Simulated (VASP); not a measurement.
# AlN (P6_3/mmc) in VASP: notebook, part 2 of 2

VASP 6.6.1. The steps go on from the part before.

## (4) Single point, PBEsol

File INCAR:

```
PREC     = Accurate       # precision mode
ENCUT    = 450            # plane-wave cutoff, eV
EDIFF    = 1E-6           # SCF threshold, eV
ISMEAR   = 0              # smearing method
SIGMA    = 0.5            # smearing width, eV
LREAL    = False          # projectors in reciprocal space
LASPH    = True           # aspherical terms in the spheres
NELM     = 100            # most SCF steps
ALGO     = Normal         # electronic algorithm
ISIF     = 2              # what is computed and relaxed
LWAVE    = False          # write WAVECAR
LCHARG   = False          # write CHGCAR
GGA      = PS             # functional
ADDGRID  = False
```

File KPOINTS:

```
regular mesh
0
Gamma
  6 6 4
```

File POSCAR:

```
AlN
1.0
    3.3121157418      0.0000000000      0.0000000000
   -1.6560578709      2.8683763727      0.0000000000
    0.0000000000      0.0000000000      4.1875630000
Al N
2 2
Direct
    0.6666666667      0.3333333333      0.2500000000
    0.3333333333      0.6666666667      0.7500000000
    0.6666666667      0.3333333333      0.7500000000
    0.3333333333      0.6666666667      0.2500000000
```

Potentials or basis: VASP PAW PBE potentials, release 64 (Al, N).

The run is started by

```sh
$ cat potpaw_PBE.64/Al/POTCAR potpaw_PBE.64/N/POTCAR > POTCAR
$ mpirun -np 1 vasp_std > vasp.out
```

OUTCAR:

```text
PREC = Accurate
   ENCUT = 450
   EDIFF = 1E-6
   ISMEAR = 0
   LREAL = False
   LASPH = True
   NELM = 100
   ISIF = 2
   GGA = PS

 Found     21 irreducible k-points:

 Following reciprocal coordinates:
            Coordinates               Weight
  0.000000  0.000000  0.000000      1.000000
  0.166667  0.000000  0.000000      6.000000
  0.333333 -0.000000  0.000000      6.000000
  0.500000  0.000000  0.000000      3.000000
  0.166667  0.166667  0.000000      6.000000
  0.333333  0.166667  0.000000     12.000000
   k-points           NKPTS =     21   k-points in BZ     NKDIM =     21   number of bands    NBANDS=     12
   number of dos      NEDOS =    301   number of ions     NIONS =      4
   total plane-waves  NPLWV =  17280
   dimension x,y,z NGX =    24 NGY =   24 NGZ =   30
   dimension x,y,z NGXF=    48 NGYF=   48 NGZF=   60
   ions per type =               2   2
   NGX,Y,Z   is equivalent  to a cutoff of  12.05, 12.05, 11.91 a.u.
   NGXF,Y,Z  is equivalent  to a cutoff of  24.09, 24.09, 23.82 a.u.
 SYSTEM =  unknown system
   PREC   = accura    normal or accurate (medium, high low for compatibility)
   ISTART =      0    job   : 0-new  1-cont  2-samecut
   ICHARG =      2    charge: 1-file 2-atom 10-const
   ISPIN  =      1    spin polarized calculation?
   LNONCOLLINEAR =      F non collinear calculations
   LSORBIT =      F    spin-orbit coupling
   LASPH  =      T    aspherical Exc in radial PAW
   ENCUT  =  450.0 eV  33.07 Ry    5.75 a.u.   5.73  5.73  7.24*2*pi/ulx,y,z
   NELM   =    100;   NELMIN=  2; NELMDL= -5     # of ELM steps
   EDIFF  = 0.1E-05   stopping-criterion for ELM
   LREAL  =      F    real-space projection
   EDIFFG = 0.1E-04   stopping-criterion for IOM
   NSW    =      0    number of steps for IOM
   IBRION =     -1    ionic relax: 0-MD 1-quasi-New 2-CG
   NFREE  =      0    steps in history (QN), initial steepest desc. (CG)
   ISIF   =      2    stress and relaxation
   ISYM   =      2    0-nonsym 1-usesym 2-fastsym
   POTIM  = 0.5000    time-step for ionic-motion
   TEBEG  =    0.0;   TEEND  =   0.0 temperature during run
   PSTRESS=    0.0 pullay stress
   NELECT =      16.0000    total number of electrons
   NUPDOWN=      -1.0000    fix difference up-down
   EMIN   =  10.00;   EMAX   =-10.00  energy-range for DOS
   EFERMI =   0.00;   METHOD = LEGACY
   ISMEAR =     0;   SIGMA  =   0.50  broadening in eV -4-tet -1-fermi 0-gaus
   EFERMI_NEDOS =   21; number of points for ismear=-14 and -15
   IALGO  =     38    algorithm
   IMIX   =      4    mixing-type and parameters
     AMIX     =   0.40;   BMIX     =  1.00
     AMIX_MAG =   1.60;   BMIX_MAG =  1.00
  volume/ion in A,a.u.               =       9.95        67.12
  Fermi-wavevector in a.u.,A,eV,Ry     =   1.208409  2.283561 19.867927  1.460251
  Thomas-Fermi vector in A             =   2.344017
   LORBIT       =      0    0 simple, 1 ext, 2 COOP (PROOUT), +10 PAW based schemes
   GGA     = PS    functional components
   LHFCALC =     F    Hartree Fock is set to
   AEXX    =    0.0000 exact exchange contribution
   IVDW    =     0    specifies the selected vdW correction
   LEPSILON=     F    determine dielectric tensor
   LRPA    =     F    only Hartree local field effects (RPA)
 non-spin polarized calculation
 Gauss-broadening in eV      SIGMA  =   0.50
  energy-cutoff  :      450.00
  volume of cell :       39.78
 maximum number of plane-waves:       870
 NGX is ok and might be reduce to    24
   NGX = 11   NGY = 11   NGZ = 15

 number of electron      15.9999997 magnetization

 Free energy of the ion-electron system (eV)
  ---------------------------------------------------
  ext. energy  EPLUGINS =         0.00000000
  ---------------------------------------------------
  free energy    TOTEN  =       -30.94272736 eV

  energy without entropy =      -30.94272721  energy(sigma->0) =      -30.94272728

 E-fermi :   9.4554     XC(G=0): -11.3531

 val. band max:        7.8629864737   @ k =   0.0000   0.0000   0.0000
 cond. band min:      11.0477226796   @ k =   0.0000   0.0000   0.0000
 fundamental gap:      3.1847362059
 Fermi energy:         9.4553996253

 k-point     1 :       0.0000    0.0000    0.0000
  band No.  band energies     occupation
      1      -8.9056      2.00000
      2      -5.2325      2.00000
      3       0.9378      2.00000
      4       4.5772      2.00000
      5       4.5772      2.00000
      6       6.2451      2.00000
      7       6.2451      2.00000
      8       7.8630      1.99999
      9      11.0477      0.00001
     10      12.1996      0.00000
     11      15.9946      0.00000
     12      15.9946      0.00000

 k-point     2 :       0.1667    0.0000    0.0000
  band No.  band energies     occupation
      1      -8.5917      2.00000
      2      -5.2337      2.00000
      3       1.2776      2.00000
      4       3.5469      2.00000
      5       4.1774      2.00000
      6       5.2951      2.00000
      7       6.3696      2.00000
      8       7.3354      2.00000
      9      12.2007      0.00000
     10      13.1962      0.00000
     11      15.1888      0.00000
     12      16.8380      0.00000

 k-point     3 :       0.3333   -0.0000    0.0000
  band No.  band energies     occupation
      1      -7.7559      2.00000
      2      -5.4412      2.00000
      3       1.9687      2.00000
      4       2.2176      2.00000
      5       3.5925      2.00000
      6       4.0474      2.00000
      7       6.0174      2.00000
      8       6.4213      2.00000
      9      12.1272      0.00000
     10      14.5151      0.00000
     11      15.6301      0.00000
     12      16.3163      0.00000

 k-point     4 :       0.5000    0.0000    0.0000
  band No.  band energies     occupation
      1      -7.0297      2.00000
      2      -5.8674      2.00000
      3       1.3558      2.00000
      4       3.0974      2.00000
      5       3.3559      2.00000
      6       3.5299      2.00000
      7       4.9440      2.00000
      8       6.4029      2.00000
      9      11.6161      0.00000
     10      14.8823      0.00000
     11      14.9151      0.00000
     12      17.1337      0.00000

 k-point     5 :       0.1667    0.1667    0.0000
  band No.  band energies     occupation
      1      -8.0106      2.00000
      2      -5.3367      2.00000
      3       1.9247      2.00000
      4       2.7459      2.00000
      5       2.9215      2.00000
      6       4.8465      2.00000
      7       6.1137      2.00000
      8       6.4330      2.00000
      9      13.0598      0.00000
     10      14.4740      0.00000
     11      14.9699      0.00000
     12      15.4258      0.00000

 k-point     6 :       0.3333    0.1667    0.0000
  band No.  band energies     occupation
      1      -7.0978      2.00000
      2      -5.7688      2.00000
      3       1.4700      2.00000
      4       2.9369      2.00000
      5       3.0162      2.00000
      6       3.8904      2.00000
      7       5.1194      2.00000
      8       5.8725      2.00000
      9      12.8194      0.00000
     10      13.8357      0.00000
     11      15.7018      0.00000
     12      16.3117      0.00000

 [... further k-points ...]

------------------------ aborting loop because EDIFF is reached ----------------------------------------

  FORCE on cell =-STRESS in cart. coord.  units (eV):
  Direction    XX          YY          ZZ          XY          YZ          ZX
  --------------------------------------------------------------------------------------
  -------------------------------------------------------------------------------------
  Total       -1.0208144     -1.0208144     -1.2793301      0.0000000      0.0000000      0.0000000
  in kB      -41.1106543    -41.1106543    -51.5217014      0.0000000      0.0000000      0.0000000
  external PRESSURE =     -44.5810033 kB  Pullay stress =       0.0000000 kB

 VOLUME and BASIS-vectors are now :
 -----------------------------------------------------------------------------
  energy-cutoff  :      450.00
  volume of cell :       39.78
      direct lattice vectors                 reciprocal lattice vectors
     3.312115742  0.000000000  0.000000000     0.301921816  0.174314642  0.000000000
    -1.656057871  2.868376373  0.000000000     0.000000000  0.348629284  0.000000000
     0.000000000  0.000000000  4.187563000     0.000000000  0.000000000  0.238802377

 POSITION                                       TOTAL-FORCE (eV/Angst)
 -----------------------------------------------------------------------------------
      1.65606      0.95613      1.04689        -0.000000     -0.000000      0.000000
     -0.00000      1.91225      3.14067         0.000000     -0.000000      0.000000
      1.65606      0.95613      3.14067        -0.000000      0.000000      0.000000
     -0.00000      1.91225      1.04689         0.000000     -0.000000      0.000000
 -----------------------------------------------------------------------------------
    total drift:                               -0.000000     -0.000000     -0.000000

  FREE ENERGIE OF THE ION-ELECTRON SYSTEM (eV)
  ---------------------------------------------------
  free  energy   TOTEN  =       -30.9427273602 eV

  energy  without entropy=      -30.9427272057  energy(sigma->0) =      -30.94272728
```

Wall time 3.7 s (1 thread of Intel Xeon 6975P-C (Granite Rapids), shared host); peak memory 0.13 GiB.

The run converged, but some of its settings lie outside the range that counts as converged, so its numbers aren't taken as properties of the crystal.

Results:

| Quantity | Value |
| --- | --- |
| Free energy | -30.9427 eV |
| Band gap on the k mesh | 3.18 eV, direct |

Caveat: the cutoff is under 1.25 times the usual one of these potentials, so pressure, stress and relaxed cells hold a basis-set (Pulay) error; the PAW data sets were made with another functional, which shifts forces and pressure a little.

## (5) Single point, PBEsol

INCAR is that of step 4.

KPOINTS is that of step 4.

File POSCAR:

```
AlN
1.0
    3.3121157418      0.0000000000      0.0000000000
   -1.6560578709      2.8683763727      0.0000000000
    0.0000000000      0.0000000000      4.1875630000
Al N
2 2
Direct
    0.6237580000      0.3299140000      0.2556100000
    0.3117670000      0.6288490000      0.7350250000
    0.6903480000      0.3199170000      0.7468030000
    0.3351220000      0.6696830000      0.2481240000
```

The run is started by

```sh
$ cat potpaw_PBE.64/Al/POTCAR potpaw_PBE.64/N/POTCAR > POTCAR
$ mpirun -np 1 vasp_std > vasp.out
```

It took 8.9 s on 1 thread of Intel Xeon 6975P-C (Granite Rapids), shared host; peak memory 0.15 GiB.

The run converged, but some of its settings lie outside the range that counts as converged, so its numbers aren't taken as properties of the crystal.

Results:

| Quantity | Value |
| --- | --- |
| Free energy | -30.5508 eV |
| Largest force | 2.823 eV/Å |
| Band gap on the k mesh | 3.09 eV, direct |

Caveat: the cutoff is under 1.25 times the usual one of these potentials, so pressure, stress and relaxed cells hold a basis-set (Pulay) error; the PAW data sets were made with another functional, which shifts forces and pressure a little.

## (6) Single point, PBEsol

Edit INCAR of step 5 so:

```diff
@@ -4,3 +4,3 @@
 ISMEAR   = 0              # smearing method
-SIGMA    = 0.5            # smearing width, eV
+SIGMA    = 0.2            # smearing width, eV
 LREAL    = False          # projectors in reciprocal space
```

KPOINTS is that of step 5.

File POSCAR:

```
AlN
1.0
    3.3121157418      0.0000000000      0.0000000000
   -1.6560578709      2.8683763727      0.0000000000
    0.0000000000      0.0000000000      4.1875630000
Al N
2 2
Direct
    0.6666666667      0.3333333333      0.2500000000
    0.3333333333      0.6666666667      0.7500000000
    0.6666666667      0.3333333333      0.7500000000
    0.3333333333      0.6666666667      0.2500000000
```

Potentials or basis: VASP PAW PBE potentials, release 64 (Al, N).

The run is started by

```sh
$ cat potpaw_PBE.64/Al/POTCAR potpaw_PBE.64/N/POTCAR > POTCAR
$ mpirun -np 1 vasp_std > vasp.out
```

OUTCAR:

```text
PREC = Accurate
   ENCUT = 450
   EDIFF = 1E-6
   ISMEAR = 0
   LREAL = False
   LASPH = True
   NELM = 100
   ISIF = 2
   GGA = PS

 Found     21 irreducible k-points:

 Following reciprocal coordinates:
            Coordinates               Weight
  0.000000  0.000000  0.000000      1.000000
  0.166667  0.000000  0.000000      6.000000
  0.333333 -0.000000  0.000000      6.000000
  0.500000  0.000000  0.000000      3.000000
[... 170 lines left out ...]

  FORCE on cell =-STRESS in cart. coord.  units (eV):
  Direction    XX          YY          ZZ          XY          YZ          ZX
  --------------------------------------------------------------------------------------
  -------------------------------------------------------------------------------------
  Total       -1.0208147     -1.0208147     -1.2793306      0.0000000      0.0000000      0.0000000
  in kB      -41.1106660    -41.1106660    -51.5217206      0.0000000      0.0000000      0.0000000
  external PRESSURE =     -44.5810176 kB  Pullay stress =       0.0000000 kB

 VOLUME and BASIS-vectors are now :
 -----------------------------------------------------------------------------
  energy-cutoff  :      450.00
  volume of cell :       39.78
      direct lattice vectors                 reciprocal lattice vectors
     3.312115742  0.000000000  0.000000000     0.301921816  0.174314642  0.000000000
    -1.656057871  2.868376373  0.000000000     0.000000000  0.348629284  0.000000000
     0.000000000  0.000000000  4.187563000     0.000000000  0.000000000  0.238802377

 POSITION                                       TOTAL-FORCE (eV/Angst)
 -----------------------------------------------------------------------------------
      1.65606      0.95613      1.04689         0.000000     -0.000000      0.000000
     -0.00000      1.91225      3.14067        -0.000000      0.000000      0.000000
      1.65606      0.95613      3.14067         0.000000      0.000000      0.000000
     -0.00000      1.91225      1.04689         0.000000      0.000000      0.000000
 -----------------------------------------------------------------------------------
    total drift:                               -0.000000     -0.000000     -0.000000

  FREE ENERGIE OF THE ION-ELECTRON SYSTEM (eV)
  ---------------------------------------------------
  free  energy   TOTEN  =       -30.9427273535 eV

  energy  without entropy=      -30.9427273535  energy(sigma->0) =      -30.94272735
```

OSZICAR:

```text
N       E                     dE             d eps       ncg     rms          rms(c)
DAV:   1     0.468160868802E+02    0.46816E+02   -0.71524E+03   504   0.107E+03
DAV:   2    -0.313727237914E+02   -0.78189E+02   -0.72308E+02   744   0.204E+02
DAV:   3    -0.351026217151E+02   -0.37299E+01   -0.37132E+01   660   0.500E+01
DAV:   4    -0.351327724052E+02   -0.30151E-01   -0.30145E-01   604   0.518E+00
DAV:   5    -0.351332113567E+02   -0.43895E-03   -0.43894E-03   628   0.638E-01    0.112E+01
DAV:   6    -0.310306610739E+02    0.41026E+01   -0.14126E+01   600   0.276E+01    0.409E+00
DAV:   7    -0.309809465459E+02    0.49715E-01   -0.54003E-01   556   0.561E+00    0.277E+00
DAV:   8    -0.309463054558E+02    0.34641E-01   -0.75478E-02   556   0.264E+00    0.504E-01
DAV:   9    -0.309425232602E+02    0.37822E-02   -0.14488E-02   628   0.910E-01    0.254E-01
DAV:  10    -0.309427837842E+02   -0.26052E-03   -0.12281E-03   564   0.272E-01    0.165E-01
DAV:  11    -0.309427277724E+02    0.56012E-04   -0.14364E-04   592   0.927E-02    0.341E-02
DAV:  12    -0.309427273535E+02    0.41896E-06   -0.25512E-06   524   0.160E-02
   1 F= -.30942727E+02 E0= -.30942727E+02  d E =-.399809E-11
```

stdout:

```text
POSCAR found type information on POSCAR AlN
 POSCAR found :  2 types and       4 ions
 scaLAPACK will be used
 -----------------------------------------------------------------------------
|                                                                             |
|                                                                             |
|     You enforced a specific xc type in the INCAR file but a different       |
|     I HOPE YOU KNOW WHAT YOU ARE DOING!                                     |
|                                                                             |
 -----------------------------------------------------------------------------

 LDA part: xc-table for (Slater+PW92), standard interpolation
 POSCAR, INCAR and KPOINTS ok, starting setup
 FFT: planning ... GRIDC
 FFT: planning ... GRID_SOFT
 FFT: planning ... GRID
 WAVECAR not read
 entering main loop
```

Wall time 3.5 s (1 thread of Intel Xeon 6975P-C (Granite Rapids), shared host); peak memory 0.13 GiB.

These settings aren't checked as converged: the numbers below hold their error.

Results:

```
Free energy            : -30.9427 eV
Band gap on the k mesh : 3.18 eV, direct
```

Caveat: the cutoff is under 1.25 times the usual one of these potentials, so pressure, stress and relaxed cells hold a basis-set (Pulay) error; the PAW data sets were made with another functional, which shifts forces and pressure a little.

## (7) The reference run

An earlier run on the cell as given: functional PBE; potentials or basis VASP PAW PBE potentials, release 64 (Al, N); cutoff 520 eV; k mesh 9 × 9 × 7; occupations fermi-dirac, width 0.05 eV; no spin polarisation.

- Pressure: 0.0 GPa
- Band gap on the k mesh: 3.27 eV, direct
